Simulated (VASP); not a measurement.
Input of a VASP 6.6.1 run:

INCAR

```
PREC = Accurate
ENCUT = 520
EDIFF = 1E-7
ISMEAR = 0
SIGMA = 0.1
LREAL = False
LASPH = True
NELM = 100
ALGO = Fast
ISIF = 2
LWAVE = False
LCHARG = False
GGA = PE
NBANDS = 36
```

Contents of KPOINTS:

```
regular mesh
0
Gamma
  3 3 4
```

The input POSCAR:

```
HgTe
1.0
    6.0746834700      0.0000000000      0.0000000000
   -3.0373417300      5.2608302000      0.0000000000
    0.0000000000      0.0000000000      5.0277361000
Hg Te
3 3
Direct
    0.0000000000      0.0000000000      0.0000000000
    0.3333333300      0.6666666700      0.5000000000
    0.6666666700      0.3333333300      0.5000000000
    0.5000000000      0.0000000000      0.0000000000
    0.5000000000      0.5000000000      0.0000000000
    0.0000000000      0.5000000000      0.0000000000
```

Potentials or basis: VASP PAW PBE potentials, release 64 (Hg, Te).

The run is started by

```sh
$ cat potpaw_PBE.64/Hg/POTCAR potpaw_PBE.64/Te/POTCAR > POTCAR
$ mpirun -np 1 vasp_std > vasp.out
```

(1) What does it give for the band gap on the k mesh?

(2) What does it give for the pressure?

## Answers

(1) none (metal or under the smearing width).

(2) 16.5 GPa.

Caveat: the k mesh is coarse (spacing up to 0.40 Å⁻¹), so the values aren't converged; so large a pressure means that the cell lies far from this level's equilibrium, or that cutoff or potentials fall short.
